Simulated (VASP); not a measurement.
InSe, 8 atoms in the cell. Symmetry: P6_3/mmc, No. 194, hexagonal system. The conventional cell has a = 4.050 Å, b = 4.050 Å, c = 16.930 Å, α = 90.00°, β = 90.00°, γ = 120.00°. Around In (site symmetry 3m) lie 3 Se at 2.52 Å. Se (site symmetry 3m) has 3 In at 2.52 Å as nearest neighbours. 

- Program: VASP 6.6.1
- Task: single point
- Functional: PBE0
- Potentials or basis: VASP PAW PBE potentials, release 64 (In_d, Se)
- Cutoff: 400 eV
- k mesh: 6 × 6 × 1
- Occupations: gaussian, width 0.02 eV
- Spin: no spin polarisation
- Grid for exact exchange (PRECFOCK): Fast
- Exchange at q = 0: truncated
- Further INCAR settings: ALGO = Normal; EDIFF = 1e-06; NBANDS = 48

Potentials or basis: VASP PAW PBE potentials, release 64 (In_d, Se).

The run is started by

```console
$ cat potpaw_PBE.64/In_d/POTCAR potpaw_PBE.64/Se/POTCAR > POTCAR
$ cp INCAR.step1 INCAR
$ mpirun -np 1 vasp_std > vasp.out
$ cp INCAR.step2 INCAR
$ mpirun -np 1 vasp_std > vasp.out
```

Hardware: 1 thread of Intel(R) Xeon(R) Platinum 8559C (Emerald Rapids), on a shared host.

Problem. How long does it take, and how much memory?

Solution. Wall time 57 min on 1 thread of Intel(R) Xeon(R) Platinum 8559C (Emerald Rapids) (shared host), peak memory 0.34 GiB. Counts: scf iterations 9, k points 7.
